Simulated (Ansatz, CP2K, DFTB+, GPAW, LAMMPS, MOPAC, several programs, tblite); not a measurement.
# RbBr (zincblende) from semi-empirical methods to plane-wave DFT

RbBr in the zincblende structure, relaxed with r2SCAN in Ansatz, was computed with several methods. The symmetry is F-43m (No. 216, cubic); a = 7.739 Å in the conventional setting, 57.94 Å³ an atom. Around Rb lie 4 Br at 3.35 Å; around Br lie 4 Rb at 3.35 Å. Simulation only: spin-unpolarised, and no claim that this is the phase found in nature.

```
Rb Br
1.0
     0.00000    3.86950    3.86950
     3.86950    0.00000    3.86950
     3.86950    3.86950    0.00000
Rb Br
1 1
Direct
  0.00000 0.00000 0.00000
  0.25000 0.25000 0.25000
```

Gaps and times are for a single point on this cell; volume and bulk modulus come from each method's own relaxation or energy curve at fixed shape. Times are rough, from shared hosts (AMD EPYC 9R14), and each method has its own mesh and cell size. PM6 (MOPAC), PM7 (MOPAC), GFN2-xTB (tblite) treat a cluster of cells at its zone centre, which samples few k points: where these miss a band edge, the gap comes out too large for that reason alone. Gaps from k meshes are read at a limited set of points (mesh, symmetry points, PBE's band edges), so each method's own least gap may be somewhat smaller. Force fields have no electrons; where one was fitted to this phase, its volume and modulus reflect the fit. xTB and the PM methods were fitted mostly to molecules, and can miss a solid's gap by electronvolts. Minimal bases can be far off for gaps. GLLB-SC's gap includes the derivative discontinuity. d marks a direct gap, i an indirect one (no mark: not told apart), a dash a value that wasn't computed or didn't pass its checks.

```json
{"method": "ffield.eim (LAMMPS)", "kind": "force field", "gap (eV)": "–", "own volume (Å³/atom)": "–", "bulk modulus (GPa)": "–", "atoms computed": "2", "processor time": "0.21 s"}
{"method": "PM7 (MOPAC)", "kind": "semi-empirical", "gap (eV)": "5.29", "own volume (Å³/atom)": "–", "bulk modulus (GPa)": "–", "atoms computed": "8", "processor time": "0.25 s"}
{"method": "PM6 (MOPAC)", "kind": "semi-empirical", "gap (eV)": "10.15", "own volume (Å³/atom)": "–", "bulk modulus (GPa)": "–", "atoms computed": "8", "processor time": "0.29 s"}
{"method": "light PBE (260 eV and a coarse mesh)", "kind": "light plane-wave", "gap (eV)": "4.07 i", "own volume (Å³/atom)": "–", "bulk modulus (GPa)": "–", "atoms computed": "2", "processor time": "0.58 s"}
{"method": "GFN2-xTB (tblite)", "kind": "tight binding", "gap (eV)": "3.53", "own volume (Å³/atom)": "–", "bulk modulus (GPa)": "–", "atoms computed": "8", "processor time": "0.65 s"}
{"method": "GFN1-xTB (DFTB+)", "kind": "tight binding", "gap (eV)": "0.74 i", "own volume (Å³/atom)": "–", "bulk modulus (GPa)": "–", "atoms computed": "2", "processor time": "0.73 s"}
{"method": "PBE", "kind": "semilocal", "gap (eV)": "4.07 i", "own volume (Å³/atom)": "58.99", "bulk modulus (GPa)": "8", "atoms computed": "2", "processor time": "1.6 s"}
{"method": "r2SCAN", "kind": "semilocal", "gap (eV)": "4.65 i", "own volume (Å³/atom)": "57.94", "bulk modulus (GPa)": "9", "atoms computed": "2", "processor time": "4.2 s"}
{"method": "PBE/single zeta (GPAW)", "kind": "small basis", "gap (eV)": "3.51 d", "own volume (Å³/atom)": "–", "bulk modulus (GPa)": "–", "atoms computed": "2", "processor time": "8.9 s"}
{"method": "GLLB-SC (GPAW)", "kind": "model potential", "gap (eV)": "9.27", "own volume (Å³/atom)": "–", "bulk modulus (GPa)": "–", "atoms computed": "2", "processor time": "9.3 s"}
{"method": "PBE/SZV (CP2K)", "kind": "small basis", "gap (eV)": "2.69 i", "own volume (Å³/atom)": "61.16", "bulk modulus (GPa)": "9", "atoms computed": "2", "processor time": "11 s"}
{"method": "PBE/DZVP (CP2K)", "kind": "small basis", "gap (eV)": "4.23 i", "own volume (Å³/atom)": "60.67", "bulk modulus (GPa)": "8", "atoms computed": "2", "processor time": "19 s"}
```

Against r2SCAN (4.65 eV) and with closed or daggered gaps left aside, the nearest gap at the points sampled is that of PBE/DZVP (CP2K) (-0.42 eV) and the farthest that of PM6 (MOPAC) (+5.50 eV). r2SCAN is only a yardstick of convenience: semilocal gaps usually lie below measured ones, which GLLB-SC and hybrids aim to mend.

Volumes against r2SCAN's: PBE +1.8 %, PBE/SZV (CP2K) +5.6 %, PBE/DZVP (CP2K) +4.7 %.

Runs without a result: GFN1-xTB (tblite) (single point).

Relaxed on its own, the cell leaves this structure with ffield.eim (LAMMPS), so no volume is listed.

Spin-orbit coupling is left out.
